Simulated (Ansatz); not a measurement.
Crystal: AlFe.

```
Fe Al
1.0
     2.91000    0.00000    0.00000
     0.00000    2.91000    0.00000
     0.00000    0.00000    2.91000
Fe Al
1 1
Direct
  0.50000 0.50000 0.50000
  0.00000 0.00000 0.00000
```

```yaml
Program: Ansatz 0.2.0
Task: relaxation of cell and atoms
Functional: HSEsol
Potentials_or_basis: Ansatz PAW
Cutoff: "420 eV (not typed: the program's choice for these potentials)"
k_mesh: 5 × 5 × 5
Occupations: fermi-dirac, width 0.05 eV
Spin: collinear spin, ferromagnetic start
Starting_moments: "[3.0, 0.0] μB"
```

At the start: volume 12.32 Å³/atom.

Problem. Where does the relaxation end?

Solution. It ends after 6 steps and the volume is 11.22 Å³/atom (-8.9 %); space group Pm-3m (No. 221, to 0.05 Å); moment 0.87 μB per cell.

Step by step:
| step | energy change (eV) | largest force (eV/Å) | volume (Å³) |
| --- | --- | --- | --- |
| 1 | 0.0000 | 0.0000 | 24.64 |
| 2 | -0.1048 | 0.0000 | 23.11 |
| 3 | -0.1168 | 0.0000 | 22.31 |
| 4 | -0.1172 | 0.0000 | 22.45 |
| 5 | -0.1172 | 0.0000 | 22.45 |
| 6 | -0.1154 | 0.0000 | 22.45 |

Final structure:
```xyz
2
Lattice="2.8208 0.0000 0.0000 0.0000 2.8208 0.0000 0.0000 0.0000 2.8208" Properties=species:S:1:pos:R:3 pbc="T T T"
Fe    1.4104    1.4104    1.4104
Al    0.0000    0.0000    0.0000
```

Caveat: the k mesh is coarse (spacing up to 0.43 Å⁻¹), so the values aren't converged, least of all with exact exchange; the magnetic or orbital state may not be the lowest; the plane-wave basis is chosen anew once the cell has moved, so the energies of steps on either side of that aren't comparable; the PAW data sets come from PBE, with cores solved anew for the run's functional, which leaves a small shift of forces and pressure.
